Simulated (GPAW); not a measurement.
TiH in GPAW: convergence with plane-wave cutoff (eV)

Input of the first run (plane-wave cutoff (eV) 200); the others differ in this setting and in those tied to it:

run.py

```python
from ase.dft.bandgap import bandgap
from ase.io import read, write
from ase.units import GPa
from gpaw import GPAW, PW, setup_paths

setup_paths.insert(0, '.')

atoms = read('TiH.xyz')

calc = GPAW(mode=PW(200),
            xc='PBEsol',
            kpts={'size': (7, 7, 5), 'gamma': True},
            occupations={'name': 'fermi-dirac', 'width': 0.05},
            nbands=28,
            convergence={'density': 1e-05, 'energy': 1e-05},
            maxiter=100,
            txt='gpaw.txt')
atoms.calc = calc
energy = atoms.get_potential_energy()
forces = atoms.get_forces()
stress = atoms.get_stress()
calc.write('gs.gpw')
write('result.traj', atoms)
print(f'Energy: {energy:.6f} eV')
print('Forces (eV/A):')
print(forces.round(4))
print('Stress (GPa):', (stress / GPa).round(3))
print('Fermi level:', round(calc.get_fermi_level(), 4), 'eV')
print(f'Gap: {bandgap(calc)[0]:.4f} eV, direct: {bandgap(calc, direct=True)[0]:.4f} eV')
```

Contents of TiH.xyz:

```xyz
4
Lattice="2.9474928546 0.0000000000 0.0000000000 0.0000000000 2.9474928546 0.0000000000 0.0000000000 0.0000000000 4.5681404800" Properties=species:S:1:pos:R:3 pbc="T T T"
Ti     0.0000000000      1.4737464273      0.0000000000
Ti     1.4737464273      0.0000000000      2.2840702400
H      0.0000000000      0.0000000000      3.4261053600
H      0.0000000000      0.0000000000      1.1420351200
```

Potentials or basis: PAW data sets generated in the run's folder for this functional, pw.

The run is started by

```console
$ gpaw-setup -f PBEsol H Ti
$ OMP_NUM_THREADS=1 python run.py
```

The cell comes from a database or a generator and needn't be the stable form of this composition.

Hardware: 1 thread of Arm Neoverse V2 (shared host).

| plane-wave cutoff (eV) | energy less the tightest run, at zero smearing (meV/atom) | pressure (GPa) | SCF cycles | CPU time (s) | peak memory (GiB) |
| --- | --- | --- | --- | --- | --- |
| 200 | 474.16 | -26.62 | 11 | 10 | 0.13 |
| 250 | 281.78 | -6.95 | 11 | 12 | 0.13 |
| 300 | 196.24 | -8.44 | 11 | 13 | 0.14 |
| 350 | 112.44 | -7.64 | 10 | 14 | 0.14 |
| 400 | 64.74 | -5.12 | 10 | 17 | 0.15 |
| 500 | 35.04 | -3.16 | 10 | 21 | 0.16 |
| 600 | 22.28 | -3.45 | 12 | 36 | 0.17 |
| 800 | 3.37 | -2.91 | 11 | 40 | 0.2 |
| 1000 | 0.00 | -2.60 | 11 | 69 | 0.25 |

Not settled before the last step: the energy (to 1 meV/atom), the pressure (to 0.1 GPa). The tightest run that finished is the yardstick and may itself not be fully converged.
